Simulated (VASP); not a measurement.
The system is Al2O3 (Corundum).

```xyz
10
Lattice="2.3803 1.3742 4.3319 -2.3803 1.3742 4.3319 0.0000 -2.7485 4.3319" Properties=species:S:1:pos:R:3 pbc="T T T"
Al    0.0000    0.0000   11.0743
Al    0.0000    0.0000    8.4191
Al    0.0000    0.0000    1.9213
Al    0.0000    0.0000    4.5765
O    -1.6503   -0.1099    5.4148
O     0.7300    1.4841    5.4148
O     0.9203   -1.3742    5.4148
O     1.6503    0.1099    7.5808
O    -0.7300   -1.4841    7.5808
O    -0.9203    1.3742    7.5808
```

- Program: VASP 6.6.1
- Task: relaxation of cell and atoms
- Functional: optB88-vdW
- Potentials or basis: VASP PAW PBE potentials, release 64 (Al, O)
- Cutoff: 600 eV
- k mesh: 7 × 7 × 7
- Occupations: fermi-dirac, width 0.05 eV
- Spin: no spin polarisation

At the start: pressure 4.9 GPa; volume 8.50 Å³/atom.

Q: How do energy, volume and symmetry change on relaxing?

A: Over 5 steps the energy falls by 2.6 meV/atom and the volume is 8.67 Å³/atom (+1.9 %); space group R-3c (No. 167, to 0.05 Å).

Step by step:
```csv
step,energy change (eV),largest force (eV/Å),pressure (GPa),volume (Å³)
1,0.0000,0.0256,4.87,85.02
2,-0.0055,0.0424,-4.07,88.24
3,-0.0253,0.0315,-0.02,86.70
4,-0.0253,0.0314,0.07,86.67
5,-0.0255,0.0115,0.08,86.68
```

Final structure:
```
CELL_PARAMETERS angstrom
2.39627 1.38349 4.35747
-2.39627 1.38349 4.35747
0.00000 -2.76697 4.35747
ATOMIC_POSITIONS crystal
Al 0.85227 0.85227 0.85227
Al 0.64773 0.64773 0.64773
Al 0.14773 0.14773 0.14773
Al 0.35227 0.35227 0.35227
O 0.05626 0.75000 0.44374
O 0.75000 0.44374 0.05626
O 0.44374 0.05626 0.75000
O 0.94374 0.25000 0.55626
O 0.25000 0.55626 0.94374
O 0.55626 0.94374 0.25000
```

Caveat: the PAW data sets were made with another functional, which shifts forces and pressure a little.
